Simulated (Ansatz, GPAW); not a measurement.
**One calculation of Ti, 3 ways**

```
Ti
1.0
     0.00000    2.03000    2.03000
     2.03000    0.00000    2.03000
     2.03000    2.03000    0.00000
Ti
1
Direct
  0.00000 0.00000 0.00000
```

This isn't the form of Ti at room conditions, which is hcp.

Alike in all runs: task single point; functional PBEsol; k mesh 11 × 11 × 11; occupations gaussian, width 0.02 eV; no spin polarisation; no spin-orbit coupling. Pressure is positive in compression and, in plane waves, holds the error of the finite cutoff, which Ansatz's Pulay term estimates and takes out.

```tsv
program and potentials	plane-wave cutoff (eV)	notes	pressure (GPa)
Ansatz, Ansatz PAW	420	potentials made for PBE, which Ansatz adapts in part	?
Ansatz, all-electron LAPW, scalar-relativistic	-	-	-0.90
GPAW, PAW data sets generated for this functional	600	-	-1.31
```

Q: Estimate from the other rows what the run with Ansatz, Ansatz PAW gave.

A: Pressure -0.89 GPa. The other rows, which needn't bracket it: pressure -1.31 to -0.90.
